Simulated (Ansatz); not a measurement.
# TaN (Fm-3m) in Ansatz: notebook

The runs below take TaN through single point, equation of state, with r2SCAN.

Program: Ansatz 0.2.0. These are calculated values, not measurements. Logs are shortened: lines on timing, memory, paths and dates and some standing lists are left out, and cuts for length are marked.

## 1. The crystal as given

The structure is cubic, space group Fm-3m (No. 225). Conventional cell: a = 4.423 Å, b = 4.423 Å, c = 4.423 Å, α = 90.00°, β = 90.00°, γ = 90.00°. Ta (site symmetry m-3m) has 6 N at 2.21 Å as nearest neighbours. N (site symmetry m-3m) is surrounded by 6 Ta at 2.21 Å.

The cell comes from a database or a generator and needn't be the stable form of this composition.

## 2. Single point, r2SCAN, 10.16 Å³/atom (volume scaled by 0.94)

input.yaml reads:

```yaml
crystal:
  lattice:
    - [0.0, 2.1661812927, 2.1661812927]
    - [2.1661812927, 0.0, 2.1661812927]
    - [2.1661812927, 2.1661812927, 0.0]
  atoms:
    - { symbol: Ta, position: [0.5, 0.5, 0.5] }
    - { symbol: "N", position: [0.0, 0.0, 0.0] }
hamiltonian:
  xc: r2scan
  pseudopotentials: { kind: paw }
kpoints:
  mp_grid: { grid: [10, 10, 10] }
scf:
  occupations: { method: fermi_dirac, width: 0.05 }
output:
  forces: true
  stress: true
  eigenvalues: true
```

Potentials or basis: Ansatz PAW.

Run with:

```console
$ ansatz run input.yaml --threads 2 --pin off --max-ram 5632MiB --backend cpu --events-out ev --progress --plain --runs-dir out
```

The log of the run:

```text
Warning: RAYON_NUM_THREADS=2 ignored (pool sized by the plan → 2); use --threads N
Engine: ansatz 0.2.0, aarch64-unknown-linux-gnu
Pseudopotentials: kind: paw
Pseudopotential: Ta, paw, valence charge 13, recommended cutoff 500 eV (meta_gga), Ta.paw.azcp
Pseudopotential: N, paw, valence charge 5, recommended cutoff 500 eV (meta_gga), N.paw.azcp
Functional definition: r2SCAN
  parameter k0 = 0.174
  parameter k1 = 0.065
  parameter a1 = 4.9479
  exchange = r2scan_x(k0 = k0, k1 = k1, a1 = a1)
  correlation = r2scan_c
Crystal: 2 atoms, lattice volume = 20.329 Å³
Basis set: ecut = 500 eV, 531 PW (Γ), exchange–correlation on 96×96×96 points (64 copies of the dense FFT grid, shifted against one another)
Bands: 13, of which v1, the nominal top of the filled ones, is band 9 counted from 1 (8 counted from 0)
Symmetry: 48 space group operations
Space group: Fm-3m (ITA 225), of the structure as read, at distance tolerance 2.7e-5 Å
k-points: 47 of 1000
Non-local potential: Ta, projectors of the file, l = 0: 3, l = 1: 2, l = 2: 2, l = 3: 1
Non-local potential: N, projectors of the file, l = 0: 2, l = 1: 2, l = 2: 1
PAW form: soft (Blöchl's): semilocal exchange-correlation on the pseudo side does not see the compensation charge
PAW frozen core: Ta, regenerated for the run's functional (the file was generated under x = pbe(κ = 0.804, μ = 0.2195149727645171), c = pbe(β = 0.06672455060314922))
PAW frozen core: N, regenerated for the run's functional (the file was generated under x = pbe(κ = 0.804, μ = 0.2195149727645171), c = pbe(β = 0.06672455060314922))
PAW one-centre angular grid: Ta, 590 points (default); XC on 160 Gauss nodes
PAW one-centre angular grid: N, 302 points (default); XC on 160 Gauss nodes
Initial density: superposition of atomic densities (neutral atoms: chi_scale 0, normalization atom), corrected by the library's trained network
Initial wavefunctions: pseudopotential atomic-orbital guess
Functional: x = r2scan, c = r2scan; τ floored in thin density (d = 2e-4 eV/Å³)
SCF iter   1: F=—  HF=-10330.944583 eV  |F-HF|=—  |Δ(HF+E_count)|=         —  Δρ=7.12e-3  dr2=3.43e-3  dr2_τ=1.55e-1  ethr=1.77e-3  ⟨swp⟩=6.0  Hψ=7586  notcnv=0  defer=12
automatic band count: the SCF goes on with 17 bands, as 13 were too few: the levels above may hold too much charge
preconditioner: auto → none  [insulator: Δε(μ)=0.164 eV  Ē_g=17.031 eV  σ=0.050 eV  W_gap=0.60  n_scr=8 (ndim 8)  ℏωp=26.0 eV  f_vac=0.000  D(μ)=0.60/eV (n_scr^D=0)  ε∞_Penn≈3.3]
SCF iter   2: F=—  HF=-10331.023474 eV  |F-HF|=—  |Δ(HF+E_count)|=   7.89e-2  Δρ=5.29e-3  dr2=3.09e-3  dr2_τ=2.00e-4  ethr=1.91e-5  ⟨swp⟩=2.0  Hψ=1874  notcnv=0  defer=100
SCF iter   3: F=—  HF=-10331.024589 eV  |F-HF|=—  |Δ(HF+E_count)|=   1.12e-3  Δρ=3.47e-3  dr2=1.89e-3  dr2_τ=2.90e-4  ethr=1.72e-5  ⟨swp⟩=2.0  Hψ=1175  notcnv=0  defer=100
SCF iter   4: F=—  HF=-10331.024381 eV  |F-HF|=—  |Δ(HF+E_count)|=   2.08e-4  Δρ=2.42e-3  dr2=1.27e-3  dr2_τ=7.73e-5  ethr=1.05e-5  ⟨swp⟩=1.1  Hψ=711  notcnv=0  defer=100
SCF iter   5: F=—  HF=-10331.024171 eV  |F-HF|=—  |Δ(HF+E_count)|=   2.10e-4  Δρ=2.94e-4  dr2=1.94e-5  dr2_τ=1.29e-6  ethr=7.06e-6  ⟨swp⟩=2.2  Hψ=880  notcnv=0  defer=100
SCF iter   6: F=—  HF=-10331.024171 eV  |F-HF|=—  |Δ(HF+E_count)|=   1.83e-7  Δρ=1.09e-4  dr2=2.53e-6  dr2_τ=1.49e-7  ethr=1.08e-7  ⟨swp⟩=1.8  Hψ=836  notcnv=0  defer=100
SCF iter   7: F=—  HF=-10331.024170 eV  |F-HF|=—  |Δ(HF+E_count)|=   1.46e-7  Δρ=3.62e-5  dr2=2.80e-7  dr2_τ=1.65e-8  ethr=1.41e-8  ⟨swp⟩=2.1  Hψ=908  notcnv=0  defer=100
SCF iter   8: F=-10331.024170 eV  HF=-10331.024170 eV  |F-HF|=9.88e-10  |Δ(HF+E_count)|=   9.72e-9  Δρ=3.05e-6  dr2=1.98e-9  dr2_τ=1.34e-10  ethr=5.56e-10  ⟨swp⟩=8.2  Hψ=3507  notcnv=0
SCF 1 converged in 8 iterations: F = -10331.024170 eV  dr2 = 1.98e-9
SCF converged after 8 iterations
Free energy (F): -10331.024170 eV
Harris-Foulkes:  -10331.024170 eV  (|F-HF|=9.88e-10)
Internal energy: -10331.019034 eV  (E = F + TS)
E sigma→0 (E₀):  -10331.021602 eV
Entropy (-TS):   -0.005137 eV (-2.568 meV/atom)
Fermi energy:    22.862738 eV
--- Per-component energies (eV) ---
  E_band       = -42.668801
  E_kinetic    = 506.581794
  E_local      = -553.697516  (includes V_loc(G=0)·N_el)
  E_nonlocal   = 60.418837
  E_hartree    = 189.790062
  E_xc         = -266.866091
  E_vxc        = -310.225119  (∫ρ·V_xc dr)
  E_paw        = -8552.859015  (= ΣΔE_a)
  E_vpaw       = -141.352554  (= ΣTr[D̂ρ^β])
  E_aug_tail   = 0.000130  (compensation charges beyond the density's cutoff)
  E_vtau       = 16.025252  (kinetic-family band-sum trace: ∫τ·v_τ [+ j·A + Jᵃ·Aᵃ] dr)
  E_ewald      = -1713.601390
  E_core_change = -0.785845  (= ΣΔE_core)
  E_smearing   = -0.005137  (= −TS)
  E_closure    = -0.000000  (closes the sum)
  Σ components = -10331.024170   (vs F -10331.024170, Δ=0.00e0)
--- Forces (eV/Å), atoms counted from 1 ---
  atom   1  Ta     0.00000000     0.00000000     0.00000000
  atom   2  N     -0.00000000     0.00000000    -0.00000000
  max |Σ_I F_I| component: 2.51e-29 eV/Å
--- Stress (GPa, compression-positive) ---
       16.893668      -0.000000       0.000000
       -0.000000      16.893668      -0.000000
       -0.000000       0.000000      16.893668
  P = ⅓ Tr σ = 16.8937 GPa (168.937 kbar)
--- Band table (eV; the first three rows and the last of 47) ---
  k-point 0: bands = ["-48.5909", "-14.1607", "-14.1607", "-14.1607", "2.4861", "18.5691", "18.5691", "18.5691", "20.5539", "20.5539", "20.5539", "23.0210", "23.0210", "24.9971", "32.5118", "48.3411", "48.3411"]
  k-point 1: bands = ["-48.5838", "-14.2688", "-14.1697", "-14.1697", "2.7479", "17.4277", "17.7832", "17.7832", "20.9409", "20.9409", "21.0177", "23.9994", "23.9994", "25.7099", "33.2955", "45.5886", "46.7423"]
  k-point 2: bands = ["-48.5652", "-14.5423", "-14.1932", "-14.1932", "3.4581", "15.4900", "16.5007", "16.5007", "21.6376", "21.8272", "21.8272", "26.0489", "26.0489", "27.2263", "35.1355", "42.2899", "43.4512"]
  k-point 46: bands = ["-48.4913", "-14.8514", "-14.6872", "-14.5328", "4.3680", "14.9599", "15.4717", "15.5744", "21.3905", "23.8341", "26.6740", "27.2247", "28.1753", "33.5620", "34.7720", "36.9397", "39.8463"]
```

Wall time 1.7 s (2 threads of Arm Neoverse V1, shared host); peak memory 0.34 GiB.

Results:

| Quantity | Value |
| --- | --- |
| Free energy | -10331.0242 eV |
| Pressure | 16.9 GPa |
| Band gap on the k mesh | none (metal or under the smearing width) |

Caveat: the PAW data sets come from PBE, with cores solved anew for the run's functional, which leaves a small shift of forces and pressure.

## 3. Single point, r2SCAN, 10.38 Å³/atom (volume scaled by 0.96)

Changes to input.yaml since step 2:

```diff
@@ -2,5 +2,5 @@
   lattice:
-    - [0.0, 2.1661812927, 2.1661812927]
-    - [2.1661812927, 0.0, 2.1661812927]
-    - [2.1661812927, 2.1661812927, 0.0]
+    - [0.0, 2.1814365931, 2.1814365931]
+    - [2.1814365931, 0.0, 2.1814365931]
+    - [2.1814365931, 2.1814365931, 0.0]
   atoms:
```

Potentials or basis: Ansatz PAW.

Run with:

```console
$ ansatz run input.yaml --threads 2 --pin off --max-ram 5632MiB --backend cpu --events-out ev --progress --plain --runs-dir out
```

It took 1.8 s on 2 threads of Arm Neoverse V1, shared host; peak memory 0.34 GiB.

Results (log left out):

| Property | Result |
| --- | --- |
| Free energy | -10331.0580 eV |
| Pressure | 8.3 GPa |
| Band gap on the k mesh | none (metal or under the smearing width) |

Caveat: the PAW data sets come from PBE, with cores solved anew for the run's functional, which leaves a small shift of forces and pressure.

## 4. Single point, r2SCAN, 10.60 Å³/atom (volume scaled by 0.98)

Changes to input.yaml since step 3:

```diff
@@ -2,5 +2,5 @@
   lattice:
-    - [0.0, 2.1814365931, 2.1814365931]
-    - [2.1814365931, 0.0, 2.1814365931]
-    - [2.1814365931, 2.1814365931, 0.0]
+    - [0.0, 2.1964814589, 2.1964814589]
+    - [2.1964814589, 0.0, 2.1964814589]
+    - [2.1964814589, 2.1964814589, 0.0]
   atoms:
@@ -19 +19,5 @@
   eigenvalues: true
+  write_density: true
+  write_potential: true
+  elf: true
+  volumetric_format: npy
```

Run with:

```console
$ ansatz run input.yaml --threads 2 --pin off --max-ram 5632MiB --backend cpu --events-out ev --progress --plain --runs-dir out
```

It took 2.1 s on 2 threads of Arm Neoverse V1, shared host; peak memory 0.35 GiB.

Results (log left out):

- Free energy: -10331.0700 eV
- Pressure: 0.7 GPa
- Band gap on the k mesh: none (metal or under the smearing width)

Caveat: the PAW data sets come from PBE, with cores solved anew for the run's functional, which leaves a small shift of forces and pressure.

## 5. Single point, r2SCAN, 10.81 Å³/atom

input.yaml reads:

```yaml
crystal:
  lattice:
    - [0.0, 2.211323, 2.211323]
    - [2.211323, 0.0, 2.211323]
    - [2.211323, 2.211323, 0.0]
  atoms:
    - { symbol: Ta, position: [0.5, 0.5, 0.5] }
    - { symbol: "N", position: [0.0, 0.0, 0.0] }
hamiltonian:
  xc: r2scan
  pseudopotentials: { kind: paw }
kpoints:
  mp_grid: { grid: [10, 10, 10] }
scf:
  occupations: { method: fermi_dirac, width: 0.05 }
output:
  forces: true
  stress: true
  eigenvalues: true
```

Run with:

```console
$ ansatz run input.yaml --threads 2 --pin off --max-ram 5632MiB --backend cpu --events-out ev --progress --plain --runs-dir out
```

It took 1.8 s on 2 threads of Arm Neoverse V1, shared host; peak memory 0.34 GiB.

The run converged. Its results:

* Free energy: -10331.0625 eV
* Pressure: -6.2 GPa
* Band gap on the k mesh: none (metal or under the smearing width)

Caveat: the PAW data sets come from PBE, with cores solved anew for the run's functional, which leaves a small shift of forces and pressure.

## 6. Single point, r2SCAN, 11.03 Å³/atom (volume scaled by 1.02)

Changes to input.yaml since step 5:

```diff
@@ -2,5 +2,5 @@
   lattice:
-    - [0.0, 2.211323, 2.211323]
-    - [2.211323, 0.0, 2.211323]
-    - [2.211323, 2.211323, 0.0]
+    - [0.0, 2.22596795, 2.22596795]
+    - [2.22596795, 0.0, 2.22596795]
+    - [2.22596795, 2.22596795, 0.0]
   atoms:
```

Potentials or basis: Ansatz PAW.

Run with:

```console
$ ansatz run input.yaml --threads 2 --pin off --max-ram 5632MiB --backend cpu --events-out ev --progress --plain --runs-dir out
```

Wall time 1.8 s (2 threads of Arm Neoverse V1, shared host); peak memory 0.34 GiB.

Results (log left out):

```yaml
Free_energy: -10331.0374 eV
Pressure: -12.3 GPa
Band_gap_on_the_k_mesh: none (metal or under the smearing width)
```

Caveat: the PAW data sets come from PBE, with cores solved anew for the run's functional, which leaves a small shift of forces and pressure.

## 7. Single point, r2SCAN, 11.25 Å³/atom (volume scaled by 1.04)

Changes to input.yaml since step 6:

```diff
@@ -2,5 +2,5 @@
   lattice:
-    - [0.0, 2.22596795, 2.22596795]
-    - [2.22596795, 0.0, 2.22596795]
-    - [2.22596795, 2.22596795, 0.0]
+    - [0.0, 2.2404226923, 2.2404226923]
+    - [2.2404226923, 0.0, 2.2404226923]
+    - [2.2404226923, 2.2404226923, 0.0]
   atoms:
```

Run with:

```console
$ ansatz run input.yaml --threads 2 --pin off --max-ram 5632MiB --backend cpu --events-out ev --progress --plain --runs-dir out
```

It took 1.7 s on 2 threads of Arm Neoverse V1, shared host; peak memory 0.34 GiB.

The run converged. Its results:

* Free energy: -10330.9966 eV
* Pressure: -17.8 GPa
* Band gap on the k mesh: none (metal or under the smearing width)

Caveat: the PAW data sets come from PBE, with cores solved anew for the run's functional, which leaves a small shift of forces and pressure.

## 8. Single point, r2SCAN, 11.46 Å³/atom (volume scaled by 1.06)

Changes to input.yaml since step 7:

```diff
@@ -2,5 +2,5 @@
   lattice:
-    - [0.0, 2.2404226923, 2.2404226923]
-    - [2.2404226923, 0.0, 2.2404226923]
-    - [2.2404226923, 2.2404226923, 0.0]
+    - [0.0, 2.2546932853, 2.2546932853]
+    - [2.2546932853, 0.0, 2.2546932853]
+    - [2.2546932853, 2.2546932853, 0.0]
   atoms:
```

Run with:

```console
$ ansatz run input.yaml --threads 2 --pin off --max-ram 5632MiB --backend cpu --events-out ev --progress --plain --runs-dir out
```

Wall time 1.7 s (2 threads of Arm Neoverse V1, shared host); peak memory 0.34 GiB.

Results (log left out):

```yaml
Free_energy: -10330.9417 eV
Pressure: -22.7 GPa
Band_gap_on_the_k_mesh: none (metal or under the smearing width)
```

Caveat: the PAW data sets come from PBE, with cores solved anew for the run's functional, which leaves a small shift of forces and pressure.

## 9. Equation of state, r2SCAN

Potentials or basis: Ansatz PAW.

This step only gathers the single runs of the series.

Results:

```
Equilibrium volume                      : 10.62 Å³/atom
Bulk modulus                            : 352 GPa
Pressure derivative of the bulk modulus : 4.4
```

Energy against volume, from the lowest point:
```
volume (Å³/atom)  energy (meV/atom)
          10.164              22.94
          10.381               6.00
          10.597               0.00
          10.813               3.78
          11.030              16.33
          11.246              36.74
          11.462              64.17
```

Caveat: the PAW data sets were made with another functional, which shifts forces and pressure a little. Spin-orbit coupling is left out, which matters for the levels of Ta.
